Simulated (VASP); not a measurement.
CuAu:

```xyz
2
Lattice="2.8107 0.0000 0.0000 0.0000 2.8107 0.0000 0.0000 0.0000 3.6850" Properties=species:S:1:pos:R:3 pbc="T T T"
Au    0.0000    0.0000    0.0000
Cu    1.4054    1.4054    1.8425
```

* Program: VASP 6.6.1
* Task: single point
* Functional: PBE
* Potentials or basis: VASP PAW PBE potentials, release 64 (Au, Cu)
* Cutoff: 520 eV
* k mesh: 9 × 9 × 7
* Occupations: fermi-dirac, width 0.05 eV
* Spin: no spin polarisation

On this cell: pressure 4.5 GPa; largest force under 0.003 eV/Å; band gap on the k mesh none (metal or under the smearing width).

The same run follows on a disturbed copy (atoms moved at random, drawn with an rms of 0.05 Å):

```
Au Cu
1.0
     2.81075    0.00000    0.00000
     0.00000    2.81075    0.00000
     0.00000    0.00000    3.68500
Au Cu
1 1
Cartesian
  -0.0198 0.0089 -0.0574
  1.3957 1.3765 1.8232
```

Question: What does the disturbed cell give?

Answer: The energy (extrapolated to zero smearing) moves by +3.9 meV/atom; pressure 4.6 GPa; largest force 0.304 eV/Å; band gap on the k mesh none (metal or under the smearing width).

Forces on the atoms (eV/Å):
```
Au   0.036 -0.135  0.270
Cu  -0.036  0.135 -0.270
```

Stress tensor (GPa, compression positive):
```
 4.82 -0.02  0.05
-0.02  4.77 -0.17
 0.05 -0.17  4.25
```
